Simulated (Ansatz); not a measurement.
**Cu under changes of volume**

One of the cells (11.810 Å³/atom); the others are scaled copies at fixed shape and fractional positions:

```
Cu
1.0
     0.00000    1.80750    1.80750
     1.80750    0.00000    1.80750
     1.80750    1.80750    0.00000
Cu
1
Cartesian
  0.0000 0.0000 0.0000
```

* Program: Ansatz 0.2.0
* Functional: LDA
* Potentials or basis: Ansatz PAW
* Cutoff: 420 eV (not typed: the program's choice for these potentials)
* k mesh: 13 × 13 × 13
* Occupations: fermi-dirac, width 0.05 eV
* Spin: no spin polarisation

```tsv
volume (Å³/atom)	energy over the lowest point (meV/atom)	pressure (GPa)
11.102	0.00	-3.6
11.338	7.88	-7.0
11.574	20.48	-10.0
11.810	37.24	-12.7
12.047	?	?
12.283	81.20	-17.0
12.519	107.55	-18.7
```

What does the run at 12.047 Å³/atom give?

Energy over the lowest point 57.63 meV/atom; pressure -15.0 GPa.

Worked out: A Birch-Murnaghan fit of order 3 (a polynomial in V^(-2/3)) to the other rows has its minimum at 10.88 Å³/atom, just outside them, with B0 = V·E''(V) = 189 GPa and B' = 5.0. It gives 57.67 meV/atom at 12.047 Å³/atom, against the run's 57.63, and -dE/dV = -15.0 GPa, against -15.0.

Energies are extrapolated to zero smearing.

Caveats: the PAW data sets come from PBE, with cores solved anew for the run's functional, which leaves a small shift of forces and pressure.
